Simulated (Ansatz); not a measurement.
Method: Ansatz, DFT PBE, scalar-relativistic, plane waves, PAW. Settings: cutoff 420 eV, Γ-centred meshes spaced at most about 0.3 Å⁻¹, and about 0.25 Å⁻¹ or finer for metals (2π included), Gaussian smearing. No spin polarisation.

These are static total energies at zero pressure.

Two forms of Si₅Mo were relaxed alike.

A.

Space group P-6m2 (No. 187). a = 2.909 Å, b = 2.909 Å, c = 12.161 Å, α = 90.00°, β = 90.00°, γ = 120.00°
| atom | site | symmetry | x | y | z |
| --- | --- | --- | --- | --- | --- |
| Si | 2i | 3m. | 0.6667 | 0.3333 | 0.8396 |
| Si | 2g | 3m. | 0.0000 | 0.0000 | 0.6739 |
| Si | 1f | -6m2 | 0.6667 | 0.3333 | 0.5000 |
| Mo | 1a | -6m2 | 0.0000 | 0.0000 | 0.0000 |

B.

Space group P4/mmm (No. 123). a = 6.186 Å, b = 6.186 Å, c = 2.977 Å, α = 90.00°, β = 90.00°, γ = 90.00°
| atom | site | symmetry | x | y | z |
| --- | --- | --- | --- | --- | --- |
| Si | 4j | m.2m | 0.2723 | 0.2723 | 0.0000 |
| Si | 1a | 4/mmm | 0.0000 | 0.0000 | 0.0000 |
| Mo | 1d | 4/mmm | 0.5000 | 0.5000 | 0.5000 |

**Question.** Which would you expect to be lower, and how large is the difference?

**Answer.** A is lower, by 97 meV/atom. A has Si and Mo ordered on hcp sites, space group P-6m2 (No. 187), 14.8 Å³/atom and no gap on its mesh; B has space group P4/mmm (No. 123), 19.0 Å³/atom and no gap. Counting Si atoms around Mo (those within 1.25 times the shortest such distance or 1.15 times the sum of covalent radii), A has Mo 6 and B has Mo 8. B holds Si–Si units of three or more atoms (shortest 2.38 Å); in A the shortest Si–Si distance is 2.62 Å, near bonding range too. The denser one is the lower, and pressure would at first widen the difference. Even the lower one lies +0.34 eV/atom against the reference forms of the elements (uncorrected), so neither is stable at this level. In A, Si on a site of symmetry 3m is surrounded by 3 Mo at 2.57 Å, 3 Si at 2.62 Å and 6 Si at 2.91 Å; around Si on a second site of symmetry 3m lie 6 Si at 2.62–2.70 Å and 6 Si at 2.91 Å; Mo has 6 Si at 2.57 Å and 6 Mo at 2.91 Å; 1 more site not described. In B, Si on a site of symmetry m2m has 1 Si at 2.38 Å and 2 Mo at 2.49 Å; Si on a site of symmetry 4/mmm has 4 Si at 2.38 Å and 2 Si at 2.98 Å; Mo is surrounded by 8 Si at 2.49 Å and 2 Mo at 2.98 Å. Both come from invented guesses.

Cells relaxed within their symmetry can be saddle points.

The preference for A doesn't follow from the number or length of the Mo–Si contacts: B gives Mo eight Si neighbours at 2.49 Å, against six at 2.57 Å in A, yet lies 97 meV/atom higher. The difference more likely comes from the silicon framework. B has short Si–Si bonds of 2.38 Å, but four of them lie in one plane around the Si at the origin, a poor geometry for sp³ bonding. A gives up directional bonds for many longer contacts and delocalised metallic bonding, which close packing favours, much as in silicon under compression.

Neither arrangement recovers the tetrahedral network of elemental silicon, and at this composition that loss weighs heavily. This probably explains why both lie above the elements even though Mo–Si bonding is strong enough to make known molybdenum silicides exothermic. The positive energies therefore reflect these two frameworks, not a weak Mo–Si affinity. The more demanding comparison for any Si₅Mo phase is with MoSi₂ plus silicon, which would put both forms still further from stability.
